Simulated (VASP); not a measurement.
Set up this calculation in VASP 6.6.1, as the native input.

| Item | Value |
| --- | --- |
| Task | band structure |
| Functional | HSE06 |
| Potentials or basis | VASP PAW PBE potentials, release 64 (Zn, S) |
| Cutoff | 520 eV |
| k mesh | 6 × 6 × 4 |
| Occupations | gaussian, width 0.02 eV |
| Spin | no spin polarisation |
| Ladder | gaps |
| Grid for exact exchange (PRECFOCK) | Fast |
| Screening parameter | 0.2 1/A |
| Further INCAR settings | ALGO = Normal; EDIFF = 1e-07 |

The system is ZnS (Wurtzite-2H).

```
CELL_PARAMETERS angstrom
3.81100 0.00000 0.00000
-1.90550 3.30042 0.00000
0.00000 0.00000 6.23400
ATOMIC_POSITIONS crystal
Zn 0.66667 0.33333 0.50000
Zn 0.33333 0.66667 0.00000
S 0.66667 0.33333 0.88500
S 0.33333 0.66667 0.38500
```

These files were run (other wordings do the same):

POSCAR

```
ZnS
1.0
    3.8110000000      0.0000000000      0.0000000000
   -1.9055000000      3.3004228138      0.0000000000
    0.0000000000      0.0000000000      6.2340000000
Zn S
2 2
Direct
    0.6666666667      0.3333333333      0.5000000000
    0.3333333333      0.6666666667      0.0000000000
    0.6666666667      0.3333333333      0.8850000000
    0.3333333333      0.6666666667      0.3850000000
```

INCAR.step1

```
SYSTEM = ZnS
ALGO = Normal
EDIFF = 1E-5
ENCUT = 520
GGA = PE
ISIF = 2
ISMEAR = 0
KPAR = 4
LASPH = .TRUE.
LCHARG = .FALSE.
LREAL = .FALSE.
LWAVE = .TRUE.
NELM = 60
PREC = Accurate
SIGMA = 0.02
```

INCAR.step2

```
SYSTEM = ZnS
ALGO = Normal
EDIFF = 1E-7
ENCUT = 520
GGA = PE
HFSCREEN = 0.2
ISIF = 2
ISMEAR = 0
ISTART = 1
KPAR = 4
LASPH = .TRUE.
LCHARG = .FALSE.
LHFCALC = .TRUE.
LREAL = .FALSE.
LWAVE = .FALSE.
NELM = 60
PREC = Accurate
PRECFOCK = Fast
SIGMA = 0.02
```

KPOINTS

```
k-points
0
G
  6 6 4
  0 0 0
```

KPOINTS_OPT

```
path GMKGALHA,LM,KH
8
line-mode
reciprocal
 0.0000000000  0.0000000000  0.0000000000  G
 0.5000000000  0.0000000000  0.0000000000  M

 0.5000000000  0.0000000000  0.0000000000  M
 0.3333333333  0.3333333333  0.0000000000  K

 0.3333333333  0.3333333333  0.0000000000  K
 0.0000000000  0.0000000000  0.0000000000  G

 0.0000000000  0.0000000000  0.0000000000  G
 0.0000000000  0.0000000000  0.5000000000  A

 0.0000000000  0.0000000000  0.5000000000  A
 0.5000000000  0.0000000000  0.5000000000  L

 0.5000000000  0.0000000000  0.5000000000  L
 0.3333333333  0.3333333333  0.5000000000  H

 0.3333333333  0.3333333333  0.5000000000  H
 0.0000000000  0.0000000000  0.5000000000  A

 0.5000000000  0.0000000000  0.5000000000  L
 0.5000000000  0.0000000000  0.0000000000  M

 0.3333333333  0.3333333333  0.0000000000  K
 0.3333333333  0.3333333333  0.5000000000  H
```

Potentials or basis: VASP PAW PBE potentials, release 64 (Zn, S).

Run with:

```console
$ cat potpaw_PBE.64/Zn/POTCAR potpaw_PBE.64/S/POTCAR > POTCAR
$ cp INCAR.step1 INCAR
$ mpirun -np 4 vasp_std > vasp.out
$ cp INCAR.step2 INCAR
$ mpirun -np 4 vasp_std > vasp.out
```

It gave:

The pressure is 1.7 GPa, the largest force is 0.328 eV/Å and the band gap on the k mesh is 3.47 eV, direct. The band gap along the path is 3.47 eV, direct.

Caveat: the PAW data sets were made with another functional, which shifts forces and pressure a little.

Wall time 92 min on 4 MPI ranks on AMD EPYC 7R13 Processor (Zen 3) (shared host), peak memory 0.43 GiB a rank.
